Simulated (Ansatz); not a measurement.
A relaxation computed with Ansatz, from input to last step.

```yaml
crystal:
  lattice:
    - [6.107, -1.51855, 0.0]
    - [6.107, 1.51855, 0.0]
    - [-1.3859888959, 0.0, 5.630008738]
  atoms:
    - { symbol: Ga, position: [0.0905, 0.0905, 0.7946] }
    - { symbol: Ga, position: [0.9095, 0.9095, 0.2054] }
    - { symbol: Ga, position: [0.65866, 0.65866, 0.31402] }
    - { symbol: Ga, position: [0.34134, 0.34134, 0.68598] }
    - { symbol: O, position: [0.1645, 0.1645, 0.1098] }
    - { symbol: O, position: [0.8355, 0.8355, 0.8902] }
    - { symbol: O, position: [0.1733, 0.1733, 0.5632] }
    - { symbol: O, position: [0.8267, 0.8267, 0.4368] }
    - { symbol: O, position: [0.4959, 0.4959, 0.2566] }
    - { symbol: O, position: [0.5041, 0.5041, 0.7434] }
basis:
  ecutwfc: 500
kpoints:
  mp_grid: { grid: [8, 8, 4] }
hamiltonian:
  xc: r2scan
scf:
  occupations: { method: gaussian, width: 0.02 }
output:
  forces: true
  stress: true
  eigenvalues: true
  write_density: true
  write_potential: true
  elf: true
  volumetric_format: npy
relax:
  adjacent_minimum: "off"
  f_tol: 0.005
  max_steps: 80
  cell: { stress_tol: 0.05 }
```

```bash
ansatz run input.yaml --threads 2 --pin off --max-ram 5120MiB --backend cpu --events-out ev --progress --plain --runs-dir out
```

Method: DFT r2SCAN, scalar-relativistic, plane waves, PAW in Ansatz.

Of 7 frames 6 are shown, positions in Å and forces in eV/Å; the SCF threshold varies from step to step. Steps run on the plane waves of an earlier cell, with a Pulay correction in the pressure. The basis is chosen afresh for the last frame, the zero of the energies, and at times for earlier ones too; energy and pressure step there, also at an unchanged geometry.

```xyz
10
Lattice="6.1070 -1.5186 0.0000 6.1070 1.5186 0.0000 -1.3860 0.0000 5.6300" Properties=species:S:1:pos:R:3:forces:R:3 pbc="T T T" step=1 free_energy_over_end_meV_per_atom=0.36 pressure_GPa=1.26
Ga    0.0041    0.0000    4.4736    0.0982    0.0000    0.0487
Ga   10.8240    0.0000    1.1564   -0.0982    0.0000   -0.0487
Ga    7.6096    0.0000    1.7679    0.0117    0.0000    0.0737
Ga    3.2184    0.0000    3.8621   -0.0117    0.0000   -0.0737
O     1.8570    0.0000    0.6182   -0.0062    0.0000   -0.1101
O     8.9710    0.0000    5.0118    0.0062    0.0000    0.1101
O     1.3361    0.0000    3.1708   -0.0250    0.0000    0.0019
O     9.4919    0.0000    2.4592    0.0250    0.0000   -0.0019
O     5.7013    0.0000    1.4447    0.0990    0.0000   -0.0124
O     5.1267    0.0000    4.1853   -0.0990    0.0000    0.0124
10
Lattice="6.1188 -1.5185 0.0000 6.1188 1.5185 0.0000 -1.3887 0.0000 5.6411" Properties=species:S:1:pos:R:3:forces:R:3 pbc="T T T" step=2 free_energy_over_end_meV_per_atom=0.10 pressure_GPa=0.47
Ga    0.0034    0.0000    4.4826    0.0382    0.0000    0.0432
Ga   10.8455    0.0000    1.1585   -0.0382    0.0000   -0.0432
Ga    7.6261    0.0000    1.7726   -0.0128    0.0000    0.0165
Ga    3.2229    0.0000    3.8685    0.0128    0.0000   -0.0165
O     1.8574    0.0000    0.6168    0.0146    0.0000   -0.0381
O     8.9916    0.0000    5.0242   -0.0146    0.0000    0.0381
O     1.3372    0.0000    3.1787    0.0147    0.0000   -0.0138
O     9.5118    0.0000    2.4624   -0.0147    0.0000    0.0138
O     5.7168    0.0000    1.4433    0.0389    0.0000    0.0236
O     5.1322    0.0000    4.1978   -0.0389    0.0000   -0.0236
10
Lattice="6.1267 -1.5199 0.0012 6.1267 1.5199 0.0012 -1.3893 0.0000 5.6408" Properties=species:S:1:pos:R:3:forces:R:3 pbc="T T T" step=3 free_energy_over_end_meV_per_atom=0.06 pressure_GPa=0.00
Ga    0.0048    0.0000    4.4819    0.0037    0.0000    0.0200
Ga   10.8593    0.0000    1.1614   -0.0037    0.0000   -0.0200
Ga    7.6359    0.0000    1.7742   -0.0138    0.0000    0.0047
Ga    3.2282    0.0000    3.8691    0.0138    0.0000   -0.0047
O     1.8595    0.0000    0.6159    0.0055    0.0000   -0.0144
O     9.0046    0.0000    5.0273   -0.0055    0.0000    0.0144
O     1.3411    0.0000    3.1788    0.0032    0.0000   -0.0027
O     9.5230    0.0000    2.4644   -0.0032    0.0000    0.0027
O     5.7248    0.0000    1.4463    0.0137    0.0000    0.0080
O     5.1392    0.0000    4.1970   -0.0137    0.0000   -0.0080
10
Lattice="6.1277 -1.5198 0.0019 6.1277 1.5198 0.0019 -1.3890 0.0000 5.6403" Properties=species:S:1:pos:R:3:forces:R:3 pbc="T T T" step=4 free_energy_over_end_meV_per_atom=0.06 pressure_GPa=-0.03
Ga    0.0050    0.0000    4.4821    0.0013    0.0000    0.0072
Ga   10.8615    0.0000    1.1619   -0.0013    0.0000   -0.0072
Ga    7.6372    0.0000    1.7751   -0.0083    0.0000    0.0053
Ga    3.2293    0.0000    3.8689    0.0083    0.0000   -0.0053
O     1.8604    0.0000    0.6159    0.0019    0.0000   -0.0058
O     9.0061    0.0000    5.0282   -0.0019    0.0000    0.0058
O     1.3418    0.0000    3.1791    0.0008    0.0000   -0.0029
O     9.5247    0.0000    2.4649   -0.0008    0.0000    0.0029
O     5.7264    0.0000    1.4472    0.0057    0.0000    0.0028
O     5.1400    0.0000    4.1969   -0.0057    0.0000   -0.0028
10
Lattice="6.1279 -1.5194 0.0028 6.1279 1.5194 0.0028 -1.3881 0.0000 5.6399" Properties=species:S:1:pos:R:3:forces:R:3 pbc="T T T" step=5 free_energy_over_end_meV_per_atom=0.05 pressure_GPa=0.01
Ga    0.0063    0.0000    4.4834    0.0013    0.0000    0.0040
Ga   10.8614    0.0000    1.1621   -0.0013    0.0000   -0.0040
Ga    7.6362    0.0000    1.7781    0.0025    0.0000   -0.0098
Ga    3.2314    0.0000    3.8674   -0.0025    0.0000    0.0098
O     1.8613    0.0000    0.6169   -0.0011    0.0000    0.0003
O     9.0064    0.0000    5.0286    0.0011    0.0000   -0.0003
O     1.3420    0.0000    3.1789   -0.0009    0.0000    0.0037
O     9.5256    0.0000    2.4666    0.0009    0.0000   -0.0037
O     5.7265    0.0000    1.4477   -0.0009    0.0000    0.0014
O     5.1411    0.0000    4.1978    0.0009    0.0000   -0.0014
10
Lattice="6.1278 -1.5195 0.0025 6.1278 1.5195 0.0025 -1.3884 0.0000 5.6400" Properties=species:S:1:pos:R:3:forces:R:3 pbc="T T T" step=7 free_energy_over_end_meV_per_atom=0.00 pressure_GPa=0.00
Ga    0.0059    0.0000    4.4830   -0.0006    0.0000   -0.0001
Ga   10.8614    0.0000    1.1620    0.0006    0.0000    0.0001
Ga    7.6365    0.0000    1.7770   -0.0003    0.0000    0.0000
Ga    3.2308    0.0000    3.8681    0.0003    0.0000    0.0000
O     1.8610    0.0000    0.6165    0.0003    0.0000    0.0000
O     9.0063    0.0000    5.0286   -0.0003    0.0000    0.0000
O     1.3420    0.0000    3.1791    0.0002    0.0000   -0.0002
O     9.5253    0.0000    2.4659   -0.0002    0.0000    0.0002
O     5.7266    0.0000    1.4477    0.0003    0.0000    0.0000
O     5.1407    0.0000    4.1974   -0.0003    0.0000    0.0000
```

Time: 4 min on 2 threads of Arm Neoverse V1, with other jobs on the host, peak memory 0.86 GiB.